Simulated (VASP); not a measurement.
# FeS2 (Pa-3) in VASP: notebook

One crystal, FeS2, is run at these levels: PBE, TB-mBJ; tasks: optical spectrum, single point, band structure.

All numbers are computed with VASP 6.6.1; they aren't measurements. Logs are shortened: lines on timing, memory, paths and dates and some standing lists are left out, and cuts for length are marked.

**What was measured.**

From “Synthetic control over polymorph formation in the d-band semiconductor system FeS2”, 2021, arxiv:2111.12440, for a bulk crystal of FeS2: band gap 0.87 eV.

“Synthetic control over polymorph formation in the d-band semiconductor system FeS2”, 2021, pmc:8549780 reports, for a bulk crystal of FeS2: band gap 0.87 eV.

The runs below are set against these values where they give the same quantity.

**1. The structure**

It takes space group Pa-3 (No. 205, cubic). Conventional cell: a = 5.418 Å, b = 5.418 Å, c = 5.418 Å, α = 90.00°, β = 90.00°, γ = 90.00°. Fe (site symmetry -3) is surrounded by 6 S at 2.26 Å. S (site symmetry 3) has 1 S at 2.16 Å and 3 Fe at 2.26 Å as nearest neighbours.

**2. Optical spectrum, PBE**

INCAR

```
SYSTEM = FeS2
PREC = Accurate ; ENCUT = 420
EDIFF = 1E-6 ; ISMEAR = 0
SIGMA = 0.02 ; LREAL = .FALSE.
LASPH = .TRUE. ; NELM = 100
ALGO = Normal ; ISIF = 2
LWAVE = .FALSE. ; LCHARG = .FALSE.
GGA = PE ; LOPTICS = .TRUE.
NBANDS = 88 ; NEDOS = 1000
CSHIFT = 0.1
```

KPOINTS

```
regular mesh
0
G
  6 6 6
  0 0 0
```

POSCAR

```
FeS2
1.0
    5.4178000000      0.0000000000      0.0000000000
    0.0000000000      5.4178000000      0.0000000000
    0.0000000000      0.0000000000      5.4178000000
Fe S
4 8
Direct
    0.0000000000      0.0000000000      0.0000000000
    0.5000000000      0.0000000000      0.5000000000
    0.5000000000      0.5000000000      0.0000000000
    0.0000000000      0.5000000000      0.5000000000
    0.3848200000      0.3848200000      0.3848200000
    0.1151800000      0.6151800000      0.8848200000
    0.8848200000      0.1151800000      0.6151800000
    0.6151800000      0.8848200000      0.1151800000
    0.6151800000      0.6151800000      0.6151800000
    0.8848200000      0.3848200000      0.1151800000
    0.1151800000      0.8848200000      0.3848200000
    0.3848200000      0.1151800000      0.8848200000
```

Potentials or basis: VASP PAW PBE potentials, release 64 (Fe, S).

Run with:

```sh
$ cat potpaw_PBE.64/Fe/POTCAR potpaw_PBE.64/S/POTCAR > POTCAR
$ mpirun -np 1 vasp_std > vasp.out
```

OUTCAR:

```text
SYSTEM = FeS2
   PREC = Accurate
   ENCUT = 420
   EDIFF = 1E-6
   ISMEAR = 0
   LREAL = .FALSE.
   LASPH = .TRUE.
   NELM = 100
   ISIF = 2
   GGA = PE

 ion  position               nearest neighbor table
   1  0.000  0.000  0.000-   6 2.26   7 2.26   8 2.26  10 2.26  11 2.26  12 2.26
   2  0.500  0.000  0.500-   5 2.26   7 2.26   8 2.26   9 2.26  11 2.26  12 2.26
   3  0.500  0.500  0.000-   5 2.26   6 2.26   8 2.26   9 2.26  10 2.26  12 2.26
   4  0.000  0.500  0.500-   5 2.26   6 2.26   7 2.26   9 2.26  10 2.26  11 2.26
   5  0.385  0.385  0.385-   9 2.16   3 2.26   4 2.26   2 2.26
   6  0.115  0.615  0.885-  10 2.16   3 2.26   4 2.26   1 2.26
   7  0.885  0.115  0.615-  11 2.16   2 2.26   4 2.26   1 2.26
   8  0.615  0.885  0.115-  12 2.16   2 2.26   3 2.26   1 2.26
   9  0.615  0.615  0.615-   5 2.16   3 2.26   4 2.26   2 2.26
  10  0.885  0.385  0.115-   6 2.16   3 2.26   4 2.26   1 2.26
  11  0.115  0.885  0.385-   7 2.16   2 2.26   4 2.26   1 2.26
  12  0.385  0.115  0.885-   8 2.16   2 2.26   3 2.26   1 2.26

  LATTYP: Found a simple cubic cell.
 ALAT       =     5.4178000000

  Lattice vectors:

 A1 = (   5.4178000000,   0.0000000000,   0.0000000000)
 A2 = (   0.0000000000,   5.4178000000,   0.0000000000)
 A3 = (   0.0000000000,   0.0000000000,   5.4178000000)

Analysis of symmetry for initial positions (statically):
=====================================================================
 Subroutine PRICEL returns:
 Original cell was already a primitive cell.

 Routine SETGRP: Setting up the symmetry group for a
 simple cubic supercell.

 Subroutine GETGRP returns: Found 24 space group operations
 (whereof  6 operations were pure point group operations)
 out of a pool of 48 trial point group operations.

The static configuration has the point symmetry S_6 .
 The point group associated with its full space group is T_h .

Analysis of symmetry for dynamics (positions and initial velocities):
=====================================================================
 Subroutine PRICEL returns:
 Original cell was already a primitive cell.

 Routine SETGRP: Setting up the symmetry group for a
 simple cubic supercell.

 Subroutine GETGRP returns: Found 24 space group operations
 (whereof  6 operations were pure point group operations)
 out of a pool of 48 trial point group operations.

The dynamic configuration has the point symmetry S_6 .
 The point group associated with its full space group is T_h .

 Subroutine INISYM returns: Found 24 space group operations
 (whereof  6 operations are pure point group operations),
 and found     1 'primitive' translations

----------------------------------------------------------------------------------------

                                     Primitive cell

  volume of cell :     159.0263

  direct lattice vectors                    reciprocal lattice vectors
     5.417800000  0.000000000  0.000000000     0.184576765  0.000000000  0.000000000
     0.000000000  5.417800000  0.000000000     0.000000000  0.184576765  0.000000000
     0.000000000  0.000000000  5.417800000     0.000000000  0.000000000  0.184576765

  length of vectors
     5.417800000  5.417800000  5.417800000     0.184576765  0.184576765  0.184576765

[... 129 lines left out ...]
   LRPA    =     F    only Hartree local field effects (RPA)
 non-spin polarized calculation
 Gauss-broadening in eV      SIGMA  =   0.02
  energy-cutoff  :      420.00
  volume of cell :      159.03
 maximum number of plane-waves:      3136
   NGX = 19   NGY = 19   NGZ = 19

 number of electron      80.0000029 magnetization

 Free energy of the ion-electron system (eV)
  ---------------------------------------------------
  ext. energy  EPLUGINS =         0.00000000
  ---------------------------------------------------
  free energy    TOTEN  =       -72.09695486 eV

  energy without entropy =      -72.09695486  energy(sigma->0) =      -72.09695486

 E-fermi :   7.9364     XC(G=0): -11.8868

[... 37 lines left out ...]
      0.62402      4.79378      2.08488         0.135744     -0.135744     -0.135744
      2.08488      0.62402      4.79378        -0.135744      0.135744     -0.135744
 -----------------------------------------------------------------------------------
    total drift:                               -0.000000      0.000000      0.000000

  FREE ENERGIE OF THE ION-ELECTRON SYSTEM (eV)
  ---------------------------------------------------
  free  energy   TOTEN  =       -72.0969548632 eV

  energy  without entropy=      -72.0969548632  energy(sigma->0) =      -72.09695486

 electrical conductivity sigma (Mega S m-1) (frequency dependency in vasprun.xml)
  --------------------------------------------------------------------------------------
       0.000       0.000       0.000
       0.000       0.000      -0.000
       0.000      -0.000       0.000

  frequency dependent IMAGINARY DIELECTRIC FUNCTION (independent particle, no local field effects) density-density
     E(ev)      X         Y         Z        XY        YZ        ZX
  --------------------------------------------------------------------------------------------------------------
     0.00000     0.00000     0.00000     0.00000     0.00000     0.00000     0.00000
     0.41190     0.25965     0.25965     0.25965     0.00000     0.00000    -0.00000
     0.82381     0.72350     0.72350     0.72350     0.00000    -0.00000    -0.00000
     1.23571     2.45596     2.45596     2.45596     0.00000    -0.00000    -0.00000
     1.64762    13.23019    13.23019    13.23019     0.00000     0.00000    -0.00000
     2.05952    28.38782    28.38782    28.38782     0.00000     0.00000    -0.00000
[... 92 lines left out ...]
    40.36662     0.00166     0.00166     0.00166     0.00000     0.00000    -0.00000
    40.77853     0.00160     0.00160     0.00160     0.00000     0.00000    -0.00000

  frequency dependent      REAL DIELECTRIC FUNCTION (independent particle, no local field effects) density-density
     E(ev)        X           Y           Z          XY          YZ          ZX
  --------------------------------------------------------------------------------------------------------------
     0.00000    20.52026    20.52026    20.52026     0.00000    -0.00000    -0.00000
     0.41190    21.02707    21.02707    21.02707     0.00000    -0.00000    -0.00000
     0.82381    22.85565    22.85565    22.85565     0.00000    -0.00000    -0.00000
     1.23571    27.41393    27.41393    27.41393     0.00000    -0.00000    -0.00000
     1.64762    34.23288    34.23288    34.23288     0.00000     0.00000    -0.00000
     2.05952    18.66000    18.66000    18.66000     0.00000    -0.00000    -0.00000
[... 92 lines left out ...]
    40.36662     0.69005     0.69005     0.69005    -0.00000     0.00000     0.00000
    40.77853     0.69677     0.69677     0.69677    -0.00000     0.00000     0.00000

  frequency dependent IMAGINARY DIELECTRIC FUNCTION (independent particle, no local field effects) current-current
     E(ev)      X         Y         Z        XY        YZ        ZX
  --------------------------------------------------------------------------------------------------------------
     0.00000    94.71708    94.71708    94.71708    -0.00000     0.00000    -0.00000
     0.41190     9.97191     9.97191     9.97191    -0.00000     0.00000    -0.00000
     0.82381     6.02198     6.02198     6.02198     0.00000     0.00000    -0.00000
     1.23571     6.72302     6.72302     6.72302     0.00000     0.00000    -0.00000
     1.64762    17.23958    17.23958    17.23958     0.00000     0.00000    -0.00000
     2.05952    30.03729    30.03729    30.03729    -0.00000    -0.00000     0.00000
[... 92 lines left out ...]
    40.36662     0.00012     0.00012     0.00012     0.00000     0.00000    -0.00000
    40.77853     0.00012     0.00012     0.00012     0.00000     0.00000    -0.00000

  frequency dependent      REAL DIELECTRIC FUNCTION (independent particle, no local field effects) current-current
     E(ev)        X           Y           Z          XY          YZ          ZX
  --------------------------------------------------------------------------------------------------------------
     0.00000    20.38659    20.38659    20.38659    -0.00000     0.00000    -0.00000
     0.41190    20.87756    20.87756    20.87756    -0.00000     0.00000    -0.00000
     0.82381    22.65371    22.65371    22.65371    -0.00000     0.00000    -0.00000
     1.23571    26.98405    26.98405    26.98405     0.00000     0.00000    -0.00000
     1.64762    32.58051    32.58051    32.58051    -0.00000    -0.00000     0.00000
     2.05952    15.88807    15.88807    15.88807    -0.00000    -0.00000    -0.00000
[... 92 lines left out ...]
    40.36662     0.69016     0.69016     0.69016     0.00000     0.00000     0.00000
    40.77853     0.69688     0.69688     0.69688     0.00000     0.00000     0.00000
```

It took 3.5 min on 1 thread of Intel Xeon Platinum 8259CL at 2.50GHz (Skylake/Cascade Lake), shared host; peak memory 0.52 GiB.

What came out:

| Property | Result |
| --- | --- |
| Free energy | -72.0970 eV |
| Pressure | -1.0 GPa |
| Largest force | 0.235 eV/Å |
| Band gap on the k mesh | 0.62 eV, indirect (least direct gap 0.66 eV) |

Forces in eV/Å, atoms in the order of the input:
```
Fe   0.000  0.000  0.000
Fe   0.000  0.000  0.000
Fe   0.000  0.000  0.000
Fe   0.000  0.000  0.000
S   -0.136 -0.136 -0.136
S    0.136  0.136 -0.136
S   -0.136  0.136  0.136
S    0.136 -0.136  0.136
S    0.136  0.136  0.136
S   -0.136 -0.136  0.136
S    0.136 -0.136 -0.136
S   -0.136  0.136 -0.136
```

Levels at points of the mesh, in eV from the valence-band top:
| k point | band 37 | band 38 | band 39 | band 40 | band 41 | band 42 | band 43 | band 44 |
| --- | --- | --- | --- | --- | --- | --- | --- | --- |
| (0.00, 0.00, 0.00) | -0.30 | -0.30 | -0.30 | -0.04 | 0.62 | 1.53 | 1.53 | 1.53 |
| (0.50, 0.00, 0.00) | -0.14 | -0.14 | -0.01 | -0.01 | 1.55 | 1.55 | 1.72 | 1.72 |
| (0.50, 0.50, 0.00) | -0.12 | -0.12 | -0.12 | -0.12 | 1.85 | 1.85 | 1.85 | 1.85 |
| (0.50, 0.50, 0.50) | -0.34 | -0.34 | -0.34 | -0.34 | 1.43 | 1.43 | 1.43 | 1.43 |

Dielectric function (mean over the directions given):
```tsv
energy (eV)	real part	imaginary part
0.33	20.84	0.20
0.99	24.16	1.10
1.65	34.23	13.23
2.31	13.41	27.79
2.97	5.27	16.19
3.71	-0.25	16.98
4.37	-0.29	9.87
5.03	0.02	9.86
5.68	-0.92	9.27
6.34	-0.24	5.91
7.08	0.61	7.52
7.74	-0.98	5.57
8.40	1.12	5.03
9.06	1.72	7.05
9.72	-1.57	6.97
10.46	-1.99	5.42
11.12	-2.63	4.39
11.78	-2.48	4.00
12.44	-2.36	3.02
13.10	-2.12	2.65
13.84	-1.93	2.42
14.50	-2.05	2.04
15.16	-1.83	1.59
15.82	-1.60	1.39
16.48	-1.42	1.16
17.22	-1.40	0.97
17.88	-1.29	0.70
18.54	-1.12	0.53
19.19	-0.93	0.43
19.94	-0.73	0.28
```

Caveat: independent-particle spectra lack excitons.

**3. Single point, TB-mBJ**

POSCAR is that of step 2.

INCAR.step1

```
SYSTEM = FeS2
PREC     = Accurate       ! precision mode
ENCUT    = 420            ! plane-wave cutoff, eV
EDIFF    = 1E-5           ! SCF threshold, eV
ISMEAR   = 0              ! smearing method
SIGMA    = 0.02           ! smearing width, eV
LREAL    = .False.        ! projectors in reciprocal space
LASPH    = .True.         ! aspherical terms in the spheres
NELM     = 100            ! most SCF steps
ALGO     = Normal         ! electronic algorithm
ISIF     = 2              ! what is computed and relaxed
LWAVE    = .True.         ! write WAVECAR
LCHARG   = .False.        ! write CHGCAR
NBANDS   = 52             ! bands
GGA      = PE             ! functional
```

INCAR.step2

```
SYSTEM = FeS2
PREC     = Accurate       ! precision mode
ENCUT    = 420            ! plane-wave cutoff, eV
EDIFF    = 1E-6           ! SCF threshold, eV
ISMEAR   = 0              ! smearing method
SIGMA    = 0.02           ! smearing width, eV
LREAL    = .False.        ! projectors in reciprocal space
LASPH    = .True.         ! aspherical terms in the spheres
NELM     = 100            ! most SCF steps
ALGO     = Normal         ! electronic algorithm
ISIF     = 2              ! what is computed and relaxed
LWAVE    = .False.        ! write WAVECAR
LCHARG   = .False.        ! write CHGCAR
METAGGA  = MBJ            ! meta-GGA
NBANDS   = 52             ! bands
ISTART   = 1
```

KPOINTS

```
Automatic mesh
0
Gamma
  6 6 6
  0 0 0
```

Potentials or basis: VASP PAW PBE potentials, release 64 (Fe, S).

Run with:

```sh
$ cat potpaw_PBE.64/Fe/POTCAR potpaw_PBE.64/S/POTCAR > POTCAR
$ cp INCAR.step1 INCAR
$ mpirun -np 1 vasp_std > vasp.out
$ cp INCAR.step2 INCAR
$ mpirun -np 1 vasp_std > vasp.out
```

It took 6.4 min on 1 thread of Intel Xeon 6975P-C (Granite Rapids), shared host; peak memory 0.28 GiB.

Results (log left out):

```
Band gap on the k mesh : 1.56 eV, direct
```

Levels at points of the mesh, in eV from the valence-band top:
| k point | band 36 | band 37 | band 38 | band 39 | band 40 | band 41 | band 42 | band 43 | band 44 | band 45 |
| --- | --- | --- | --- | --- | --- | --- | --- | --- | --- | --- |
| (0.00, 0.00, 0.00) | -0.27 | -0.10 | 0.00 | 0.00 | 0.00 | 1.56 | 2.70 | 2.70 | 2.70 | 3.91 |
| (0.50, 0.00, 0.00) | -0.21 | -0.09 | -0.09 | 0.00 | 0.00 | 2.57 | 2.57 | 2.79 | 2.79 | 3.52 |
| (0.50, 0.50, 0.00) | -0.31 | -0.07 | -0.07 | -0.07 | -0.07 | 2.77 | 2.77 | 2.77 | 2.77 | 3.21 |
| (0.50, 0.50, 0.50) | -0.72 | -0.31 | -0.31 | -0.31 | -0.31 | 2.72 | 2.72 | 2.72 | 2.72 | 3.53 |

Caveat: the PAW data sets were made with another functional, which shifts forces and pressure a little. Spin polarisation is off, so any magnetic state and its effect on volume and gap are missing.

**4. Band structure, TB-mBJ**

POSCAR is that of step 3.

Changes to INCAR.step1 since step 3:

```diff
@@ -13,2 +13,3 @@
 LCHARG   = .False.        ! write CHGCAR
+LMAXMIX  = 4              ! l up to which the mixer works
 NBANDS   = 52             ! bands
```

Changes to INCAR.step2 since step 3:

```diff
@@ -13,2 +13,3 @@
 LCHARG   = .False.        ! write CHGCAR
+LMAXMIX  = 4              ! l up to which the mixer works
 METAGGA  = MBJ            ! meta-GGA
```

KPOINTS is that of step 3.

KPOINTS_OPT

```
path GXMGRX,MR
10
line-mode
reciprocal
 0.0000000000  0.0000000000  0.0000000000  G
 0.0000000000  0.5000000000  0.0000000000  X

 0.0000000000  0.5000000000  0.0000000000  X
 0.5000000000  0.5000000000  0.0000000000  M

 0.5000000000  0.5000000000  0.0000000000  M
 0.0000000000  0.0000000000  0.0000000000  G

 0.0000000000  0.0000000000  0.0000000000  G
 0.5000000000  0.5000000000  0.5000000000  R

 0.5000000000  0.5000000000  0.5000000000  R
 0.0000000000  0.5000000000  0.0000000000  X

 0.5000000000  0.5000000000  0.0000000000  M
 0.5000000000  0.5000000000  0.5000000000  R
```

Run with:

```sh
$ cat potpaw_PBE.64/Fe/POTCAR potpaw_PBE.64/S/POTCAR > POTCAR
$ cp INCAR.step1 INCAR
$ mpirun -np 1 vasp_std > vasp.out
$ cp INCAR.step2 INCAR
$ mpirun -np 1 vasp_std > vasp.out
```

It took 6.6 min on 1 thread of Intel Xeon 6975P-C (Granite Rapids), shared host; peak memory 0.33 GiB.

It converged, with:

| Property | Result |
| --- | --- |
| Band gap on the k mesh | 1.56 eV, direct |
| Band gap along the path | 1.56 eV, direct |

Levels at the corners of the path, in eV from the valence-band top:
| point | band 36 | band 37 | band 38 | band 39 | band 40 | band 41 | band 42 | band 43 | band 44 | band 45 |
| --- | --- | --- | --- | --- | --- | --- | --- | --- | --- | --- |
| Γ | -0.27 | -0.10 | 0.00 | 0.00 | 0.00 | 1.56 | 2.70 | 2.70 | 2.70 | 3.91 |
| X | -0.21 | -0.09 | -0.09 | 0.00 | 0.00 | 2.57 | 2.57 | 2.79 | 2.79 | 3.52 |
| X | -0.21 | -0.09 | -0.09 | 0.00 | 0.00 | 2.57 | 2.57 | 2.79 | 2.79 | 3.52 |
| M | -0.31 | -0.07 | -0.07 | -0.07 | -0.07 | 2.77 | 2.77 | 2.77 | 2.77 | 3.21 |
| M | -0.31 | -0.07 | -0.07 | -0.07 | -0.07 | 2.77 | 2.77 | 2.77 | 2.77 | 3.21 |
| Γ | -0.27 | -0.10 | 0.00 | 0.00 | 0.00 | 1.56 | 2.70 | 2.70 | 2.70 | 3.91 |
| Γ | -0.27 | -0.10 | 0.00 | 0.00 | 0.00 | 1.56 | 2.70 | 2.70 | 2.70 | 3.91 |
| R | -0.72 | -0.31 | -0.31 | -0.31 | -0.31 | 2.72 | 2.72 | 2.72 | 2.72 | 3.53 |
| R | -0.72 | -0.31 | -0.31 | -0.31 | -0.31 | 2.72 | 2.72 | 2.72 | 2.72 | 3.53 |
| X | -0.21 | -0.09 | -0.09 | 0.00 | 0.00 | 2.57 | 2.57 | 2.79 | 2.79 | 3.52 |
| M | -0.31 | -0.07 | -0.07 | -0.07 | -0.07 | 2.77 | 2.77 | 2.77 | 2.77 | 3.21 |
| R | -0.72 | -0.31 | -0.31 | -0.31 | -0.31 | 2.72 | 2.72 | 2.72 | 2.72 | 3.53 |

Caveat: the PAW data sets were made with another functional, which shifts forces and pressure a little. Spin polarisation is off, so any magnetic state and its effect on volume and gap are missing.

**5. Summary**

```csv
task,level,gap on the mesh (eV)
optical spectrum,PBE,0.62
single point,TB-mBJ,1.56
band structure,TB-mBJ,1.56
```

Alike in all rows: potentials or basis VASP PAW PBE potentials, release 64 (Fe, S); no spin polarisation; cell as given; k mesh 6 × 6 × 6; cutoff (eV) 420; smearing gaussian 0.02 eV.

On the cell as given the gap runs from 0.62 eV (PBE) to 1.56 eV (TB-mBJ).

Caveats: the PAW data sets were made with another functional, which shifts forces and pressure a little (some runs); independent-particle spectra lack excitons (some runs).

Absolute energies hang on the potentials; compare differences alone.

**6. How close it comes**

Step 2. A measured gap of FeS2 is 0.87 eV (“Synthetic control over polymorph formation in the d-band semiconductor system FeS2”, 2021, arxiv:2111.12440); the calculated 0.62 eV misses it by -0.25 eV. The value is that of PBE on a finite k mesh, which can miss the band edges, without temperature or zero-point motion. Semilocal functionals fall short of measured gaps as a rule.

Step 3. A measured gap of FeS2 is 0.87 eV (“Synthetic control over polymorph formation in the d-band semiconductor system FeS2”, 2021, pmc:8549780); the calculated 1.56 eV misses it by +0.69 eV. The value is that of TB-mBJ on a finite k mesh, which can miss the band edges, without temperature or zero-point motion.

Step 4. Measured gap of FeS2: 0.87 eV (“Synthetic control over polymorph formation in the d-band semiconductor system FeS2”, 2021, pmc:8549780). This calculation gives 1.56 eV (+0.69 eV). The value is that of TB-mBJ, without temperature or zero-point motion.
